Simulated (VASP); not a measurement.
A run of VASP 6.6.1:

File INCAR:

```
PREC = Accurate
ENCUT = 520
EDIFF = 1E-7
ISMEAR = -1
SIGMA = 0.05
LREAL = F
LASPH = T
NELM = 60
ALGO = Normal
ISIF = 2
LWAVE = F
LCHARG = T
GGA = PE
LELF = T
LVHAR = T
NBANDS = 12
```

KPOINTS

```
Automatic mesh
0
Gamma
  11 11 6
```

POSCAR

```
LiH
1.0
    2.7801100000      0.0000000000      0.0000000000
   -1.3900600000      2.4076500000      0.0000000000
    0.0000000000      0.0000000000      4.8851900000
Li H
2 2
Direct
   -0.0028090000      0.0079620000      0.0008510000
    0.0196490000      0.0075210000      0.4791370000
    0.6688540000      0.3270190000      0.2529020000
    0.3328100000      0.6622450000      0.7483010000
```

Potentials or basis: VASP PAW PBE potentials, release 64 (Li_sv, H).

Launch:

```bash
$ cat potpaw_PBE.64/Li_sv/POTCAR potpaw_PBE.64/H/POTCAR > POTCAR
$ mpirun -np 1 vasp_std > vasp.out
```

Hardware: 1 thread of Intel(R) Xeon(R) Platinum 8175M CPU @ 2.50GHz (Skylake/Cascade Lake) (shared host).

Estimate the wall time of this run.

It took 2.5 min on 1 thread of Intel(R) Xeon(R) Platinum 8175M CPU @ 2.50GHz (Skylake/Cascade Lake) (shared host), peak memory 0.23 GiB. Counts: scf iterations 14, k points 364.
